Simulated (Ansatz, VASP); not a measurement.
Two plane-wave programs on Ca

Contents of INCAR:

```
SYSTEM = Ca
PREC = Accurate ; ENCUT = 520
EDIFF = 1E-7 ; ISMEAR = 0
SIGMA = 0.15 ; LREAL = .False.
LASPH = .True. ; NELM = 100
ALGO = Fast ; ISIF = 2
LWAVE = .False. ; LCHARG = .False.
NBANDS = 11
```

Contents of KPOINTS:

```
regular mesh
0
Gamma
  16 16 16
  0 0 0
```

File POSCAR:

```
Ca
1.0
   -2.1280000000      2.1280000000      2.2960000000
    2.1280000000     -2.1280000000      2.2960000000
    2.1280000000      2.1280000000     -2.2960000000
Ca
1
Direct
    0.0000000000      0.0000000000      0.0000000000
```

Input for Ansatz:

```yaml
crystal:
  lattice:
    - [-2.128, 2.128, 2.296]
    - [2.128, -2.128, 2.296]
    - [2.128, 2.128, -2.296]
  atoms:
    - { symbol: Ca, position: [0.0, 0.0, 0.0] }
basis:
  ecutwfc: 420
kpoints:
  mp_grid: { grid: [16, 16, 16] }
hamiltonian:
  xc: lda
scf:
  occupations: { method: gaussian, width: 0.15 }
output:
  forces: true
  stress: true
  eigenvalues: true
```

Change from the starting cell: strain -0.050 along x and y, +0.025 along z, atoms carried along.

Alike in both runs: task single point; functional LDA; k mesh 16 × 16 × 16; occupations gaussian, width 0.15 eV; no spin polarisation.

|  | VASP | Ansatz |
| --- | --- | --- |
| version | VASP 6.6.1 | Ansatz 0.2.0 |
| potentials or method | VASP PAW LDA potentials, release 64 (Ca_sv) | scalar-relativistic, plane waves, PAW |
| plane-wave cutoff (eV) | 520 | 420 |
| valence electrons in the cell | 10 | 10 |

Ansatz gave:

| Property | Result |
| --- | --- |
| gap on the k mesh at the Fermi level (eV) | none |
| pressure (GPa) | -1.6 |
| largest component of the traceless stress (GPa) | 0.12 |

Estimate VASP's values.

gap on the k mesh at the Fermi level (eV): none; pressure (GPa): -1.6; largest component of the traceless stress (GPa): 0.11.

A gap of «none» marks a metal or a gap that the smearing closes.
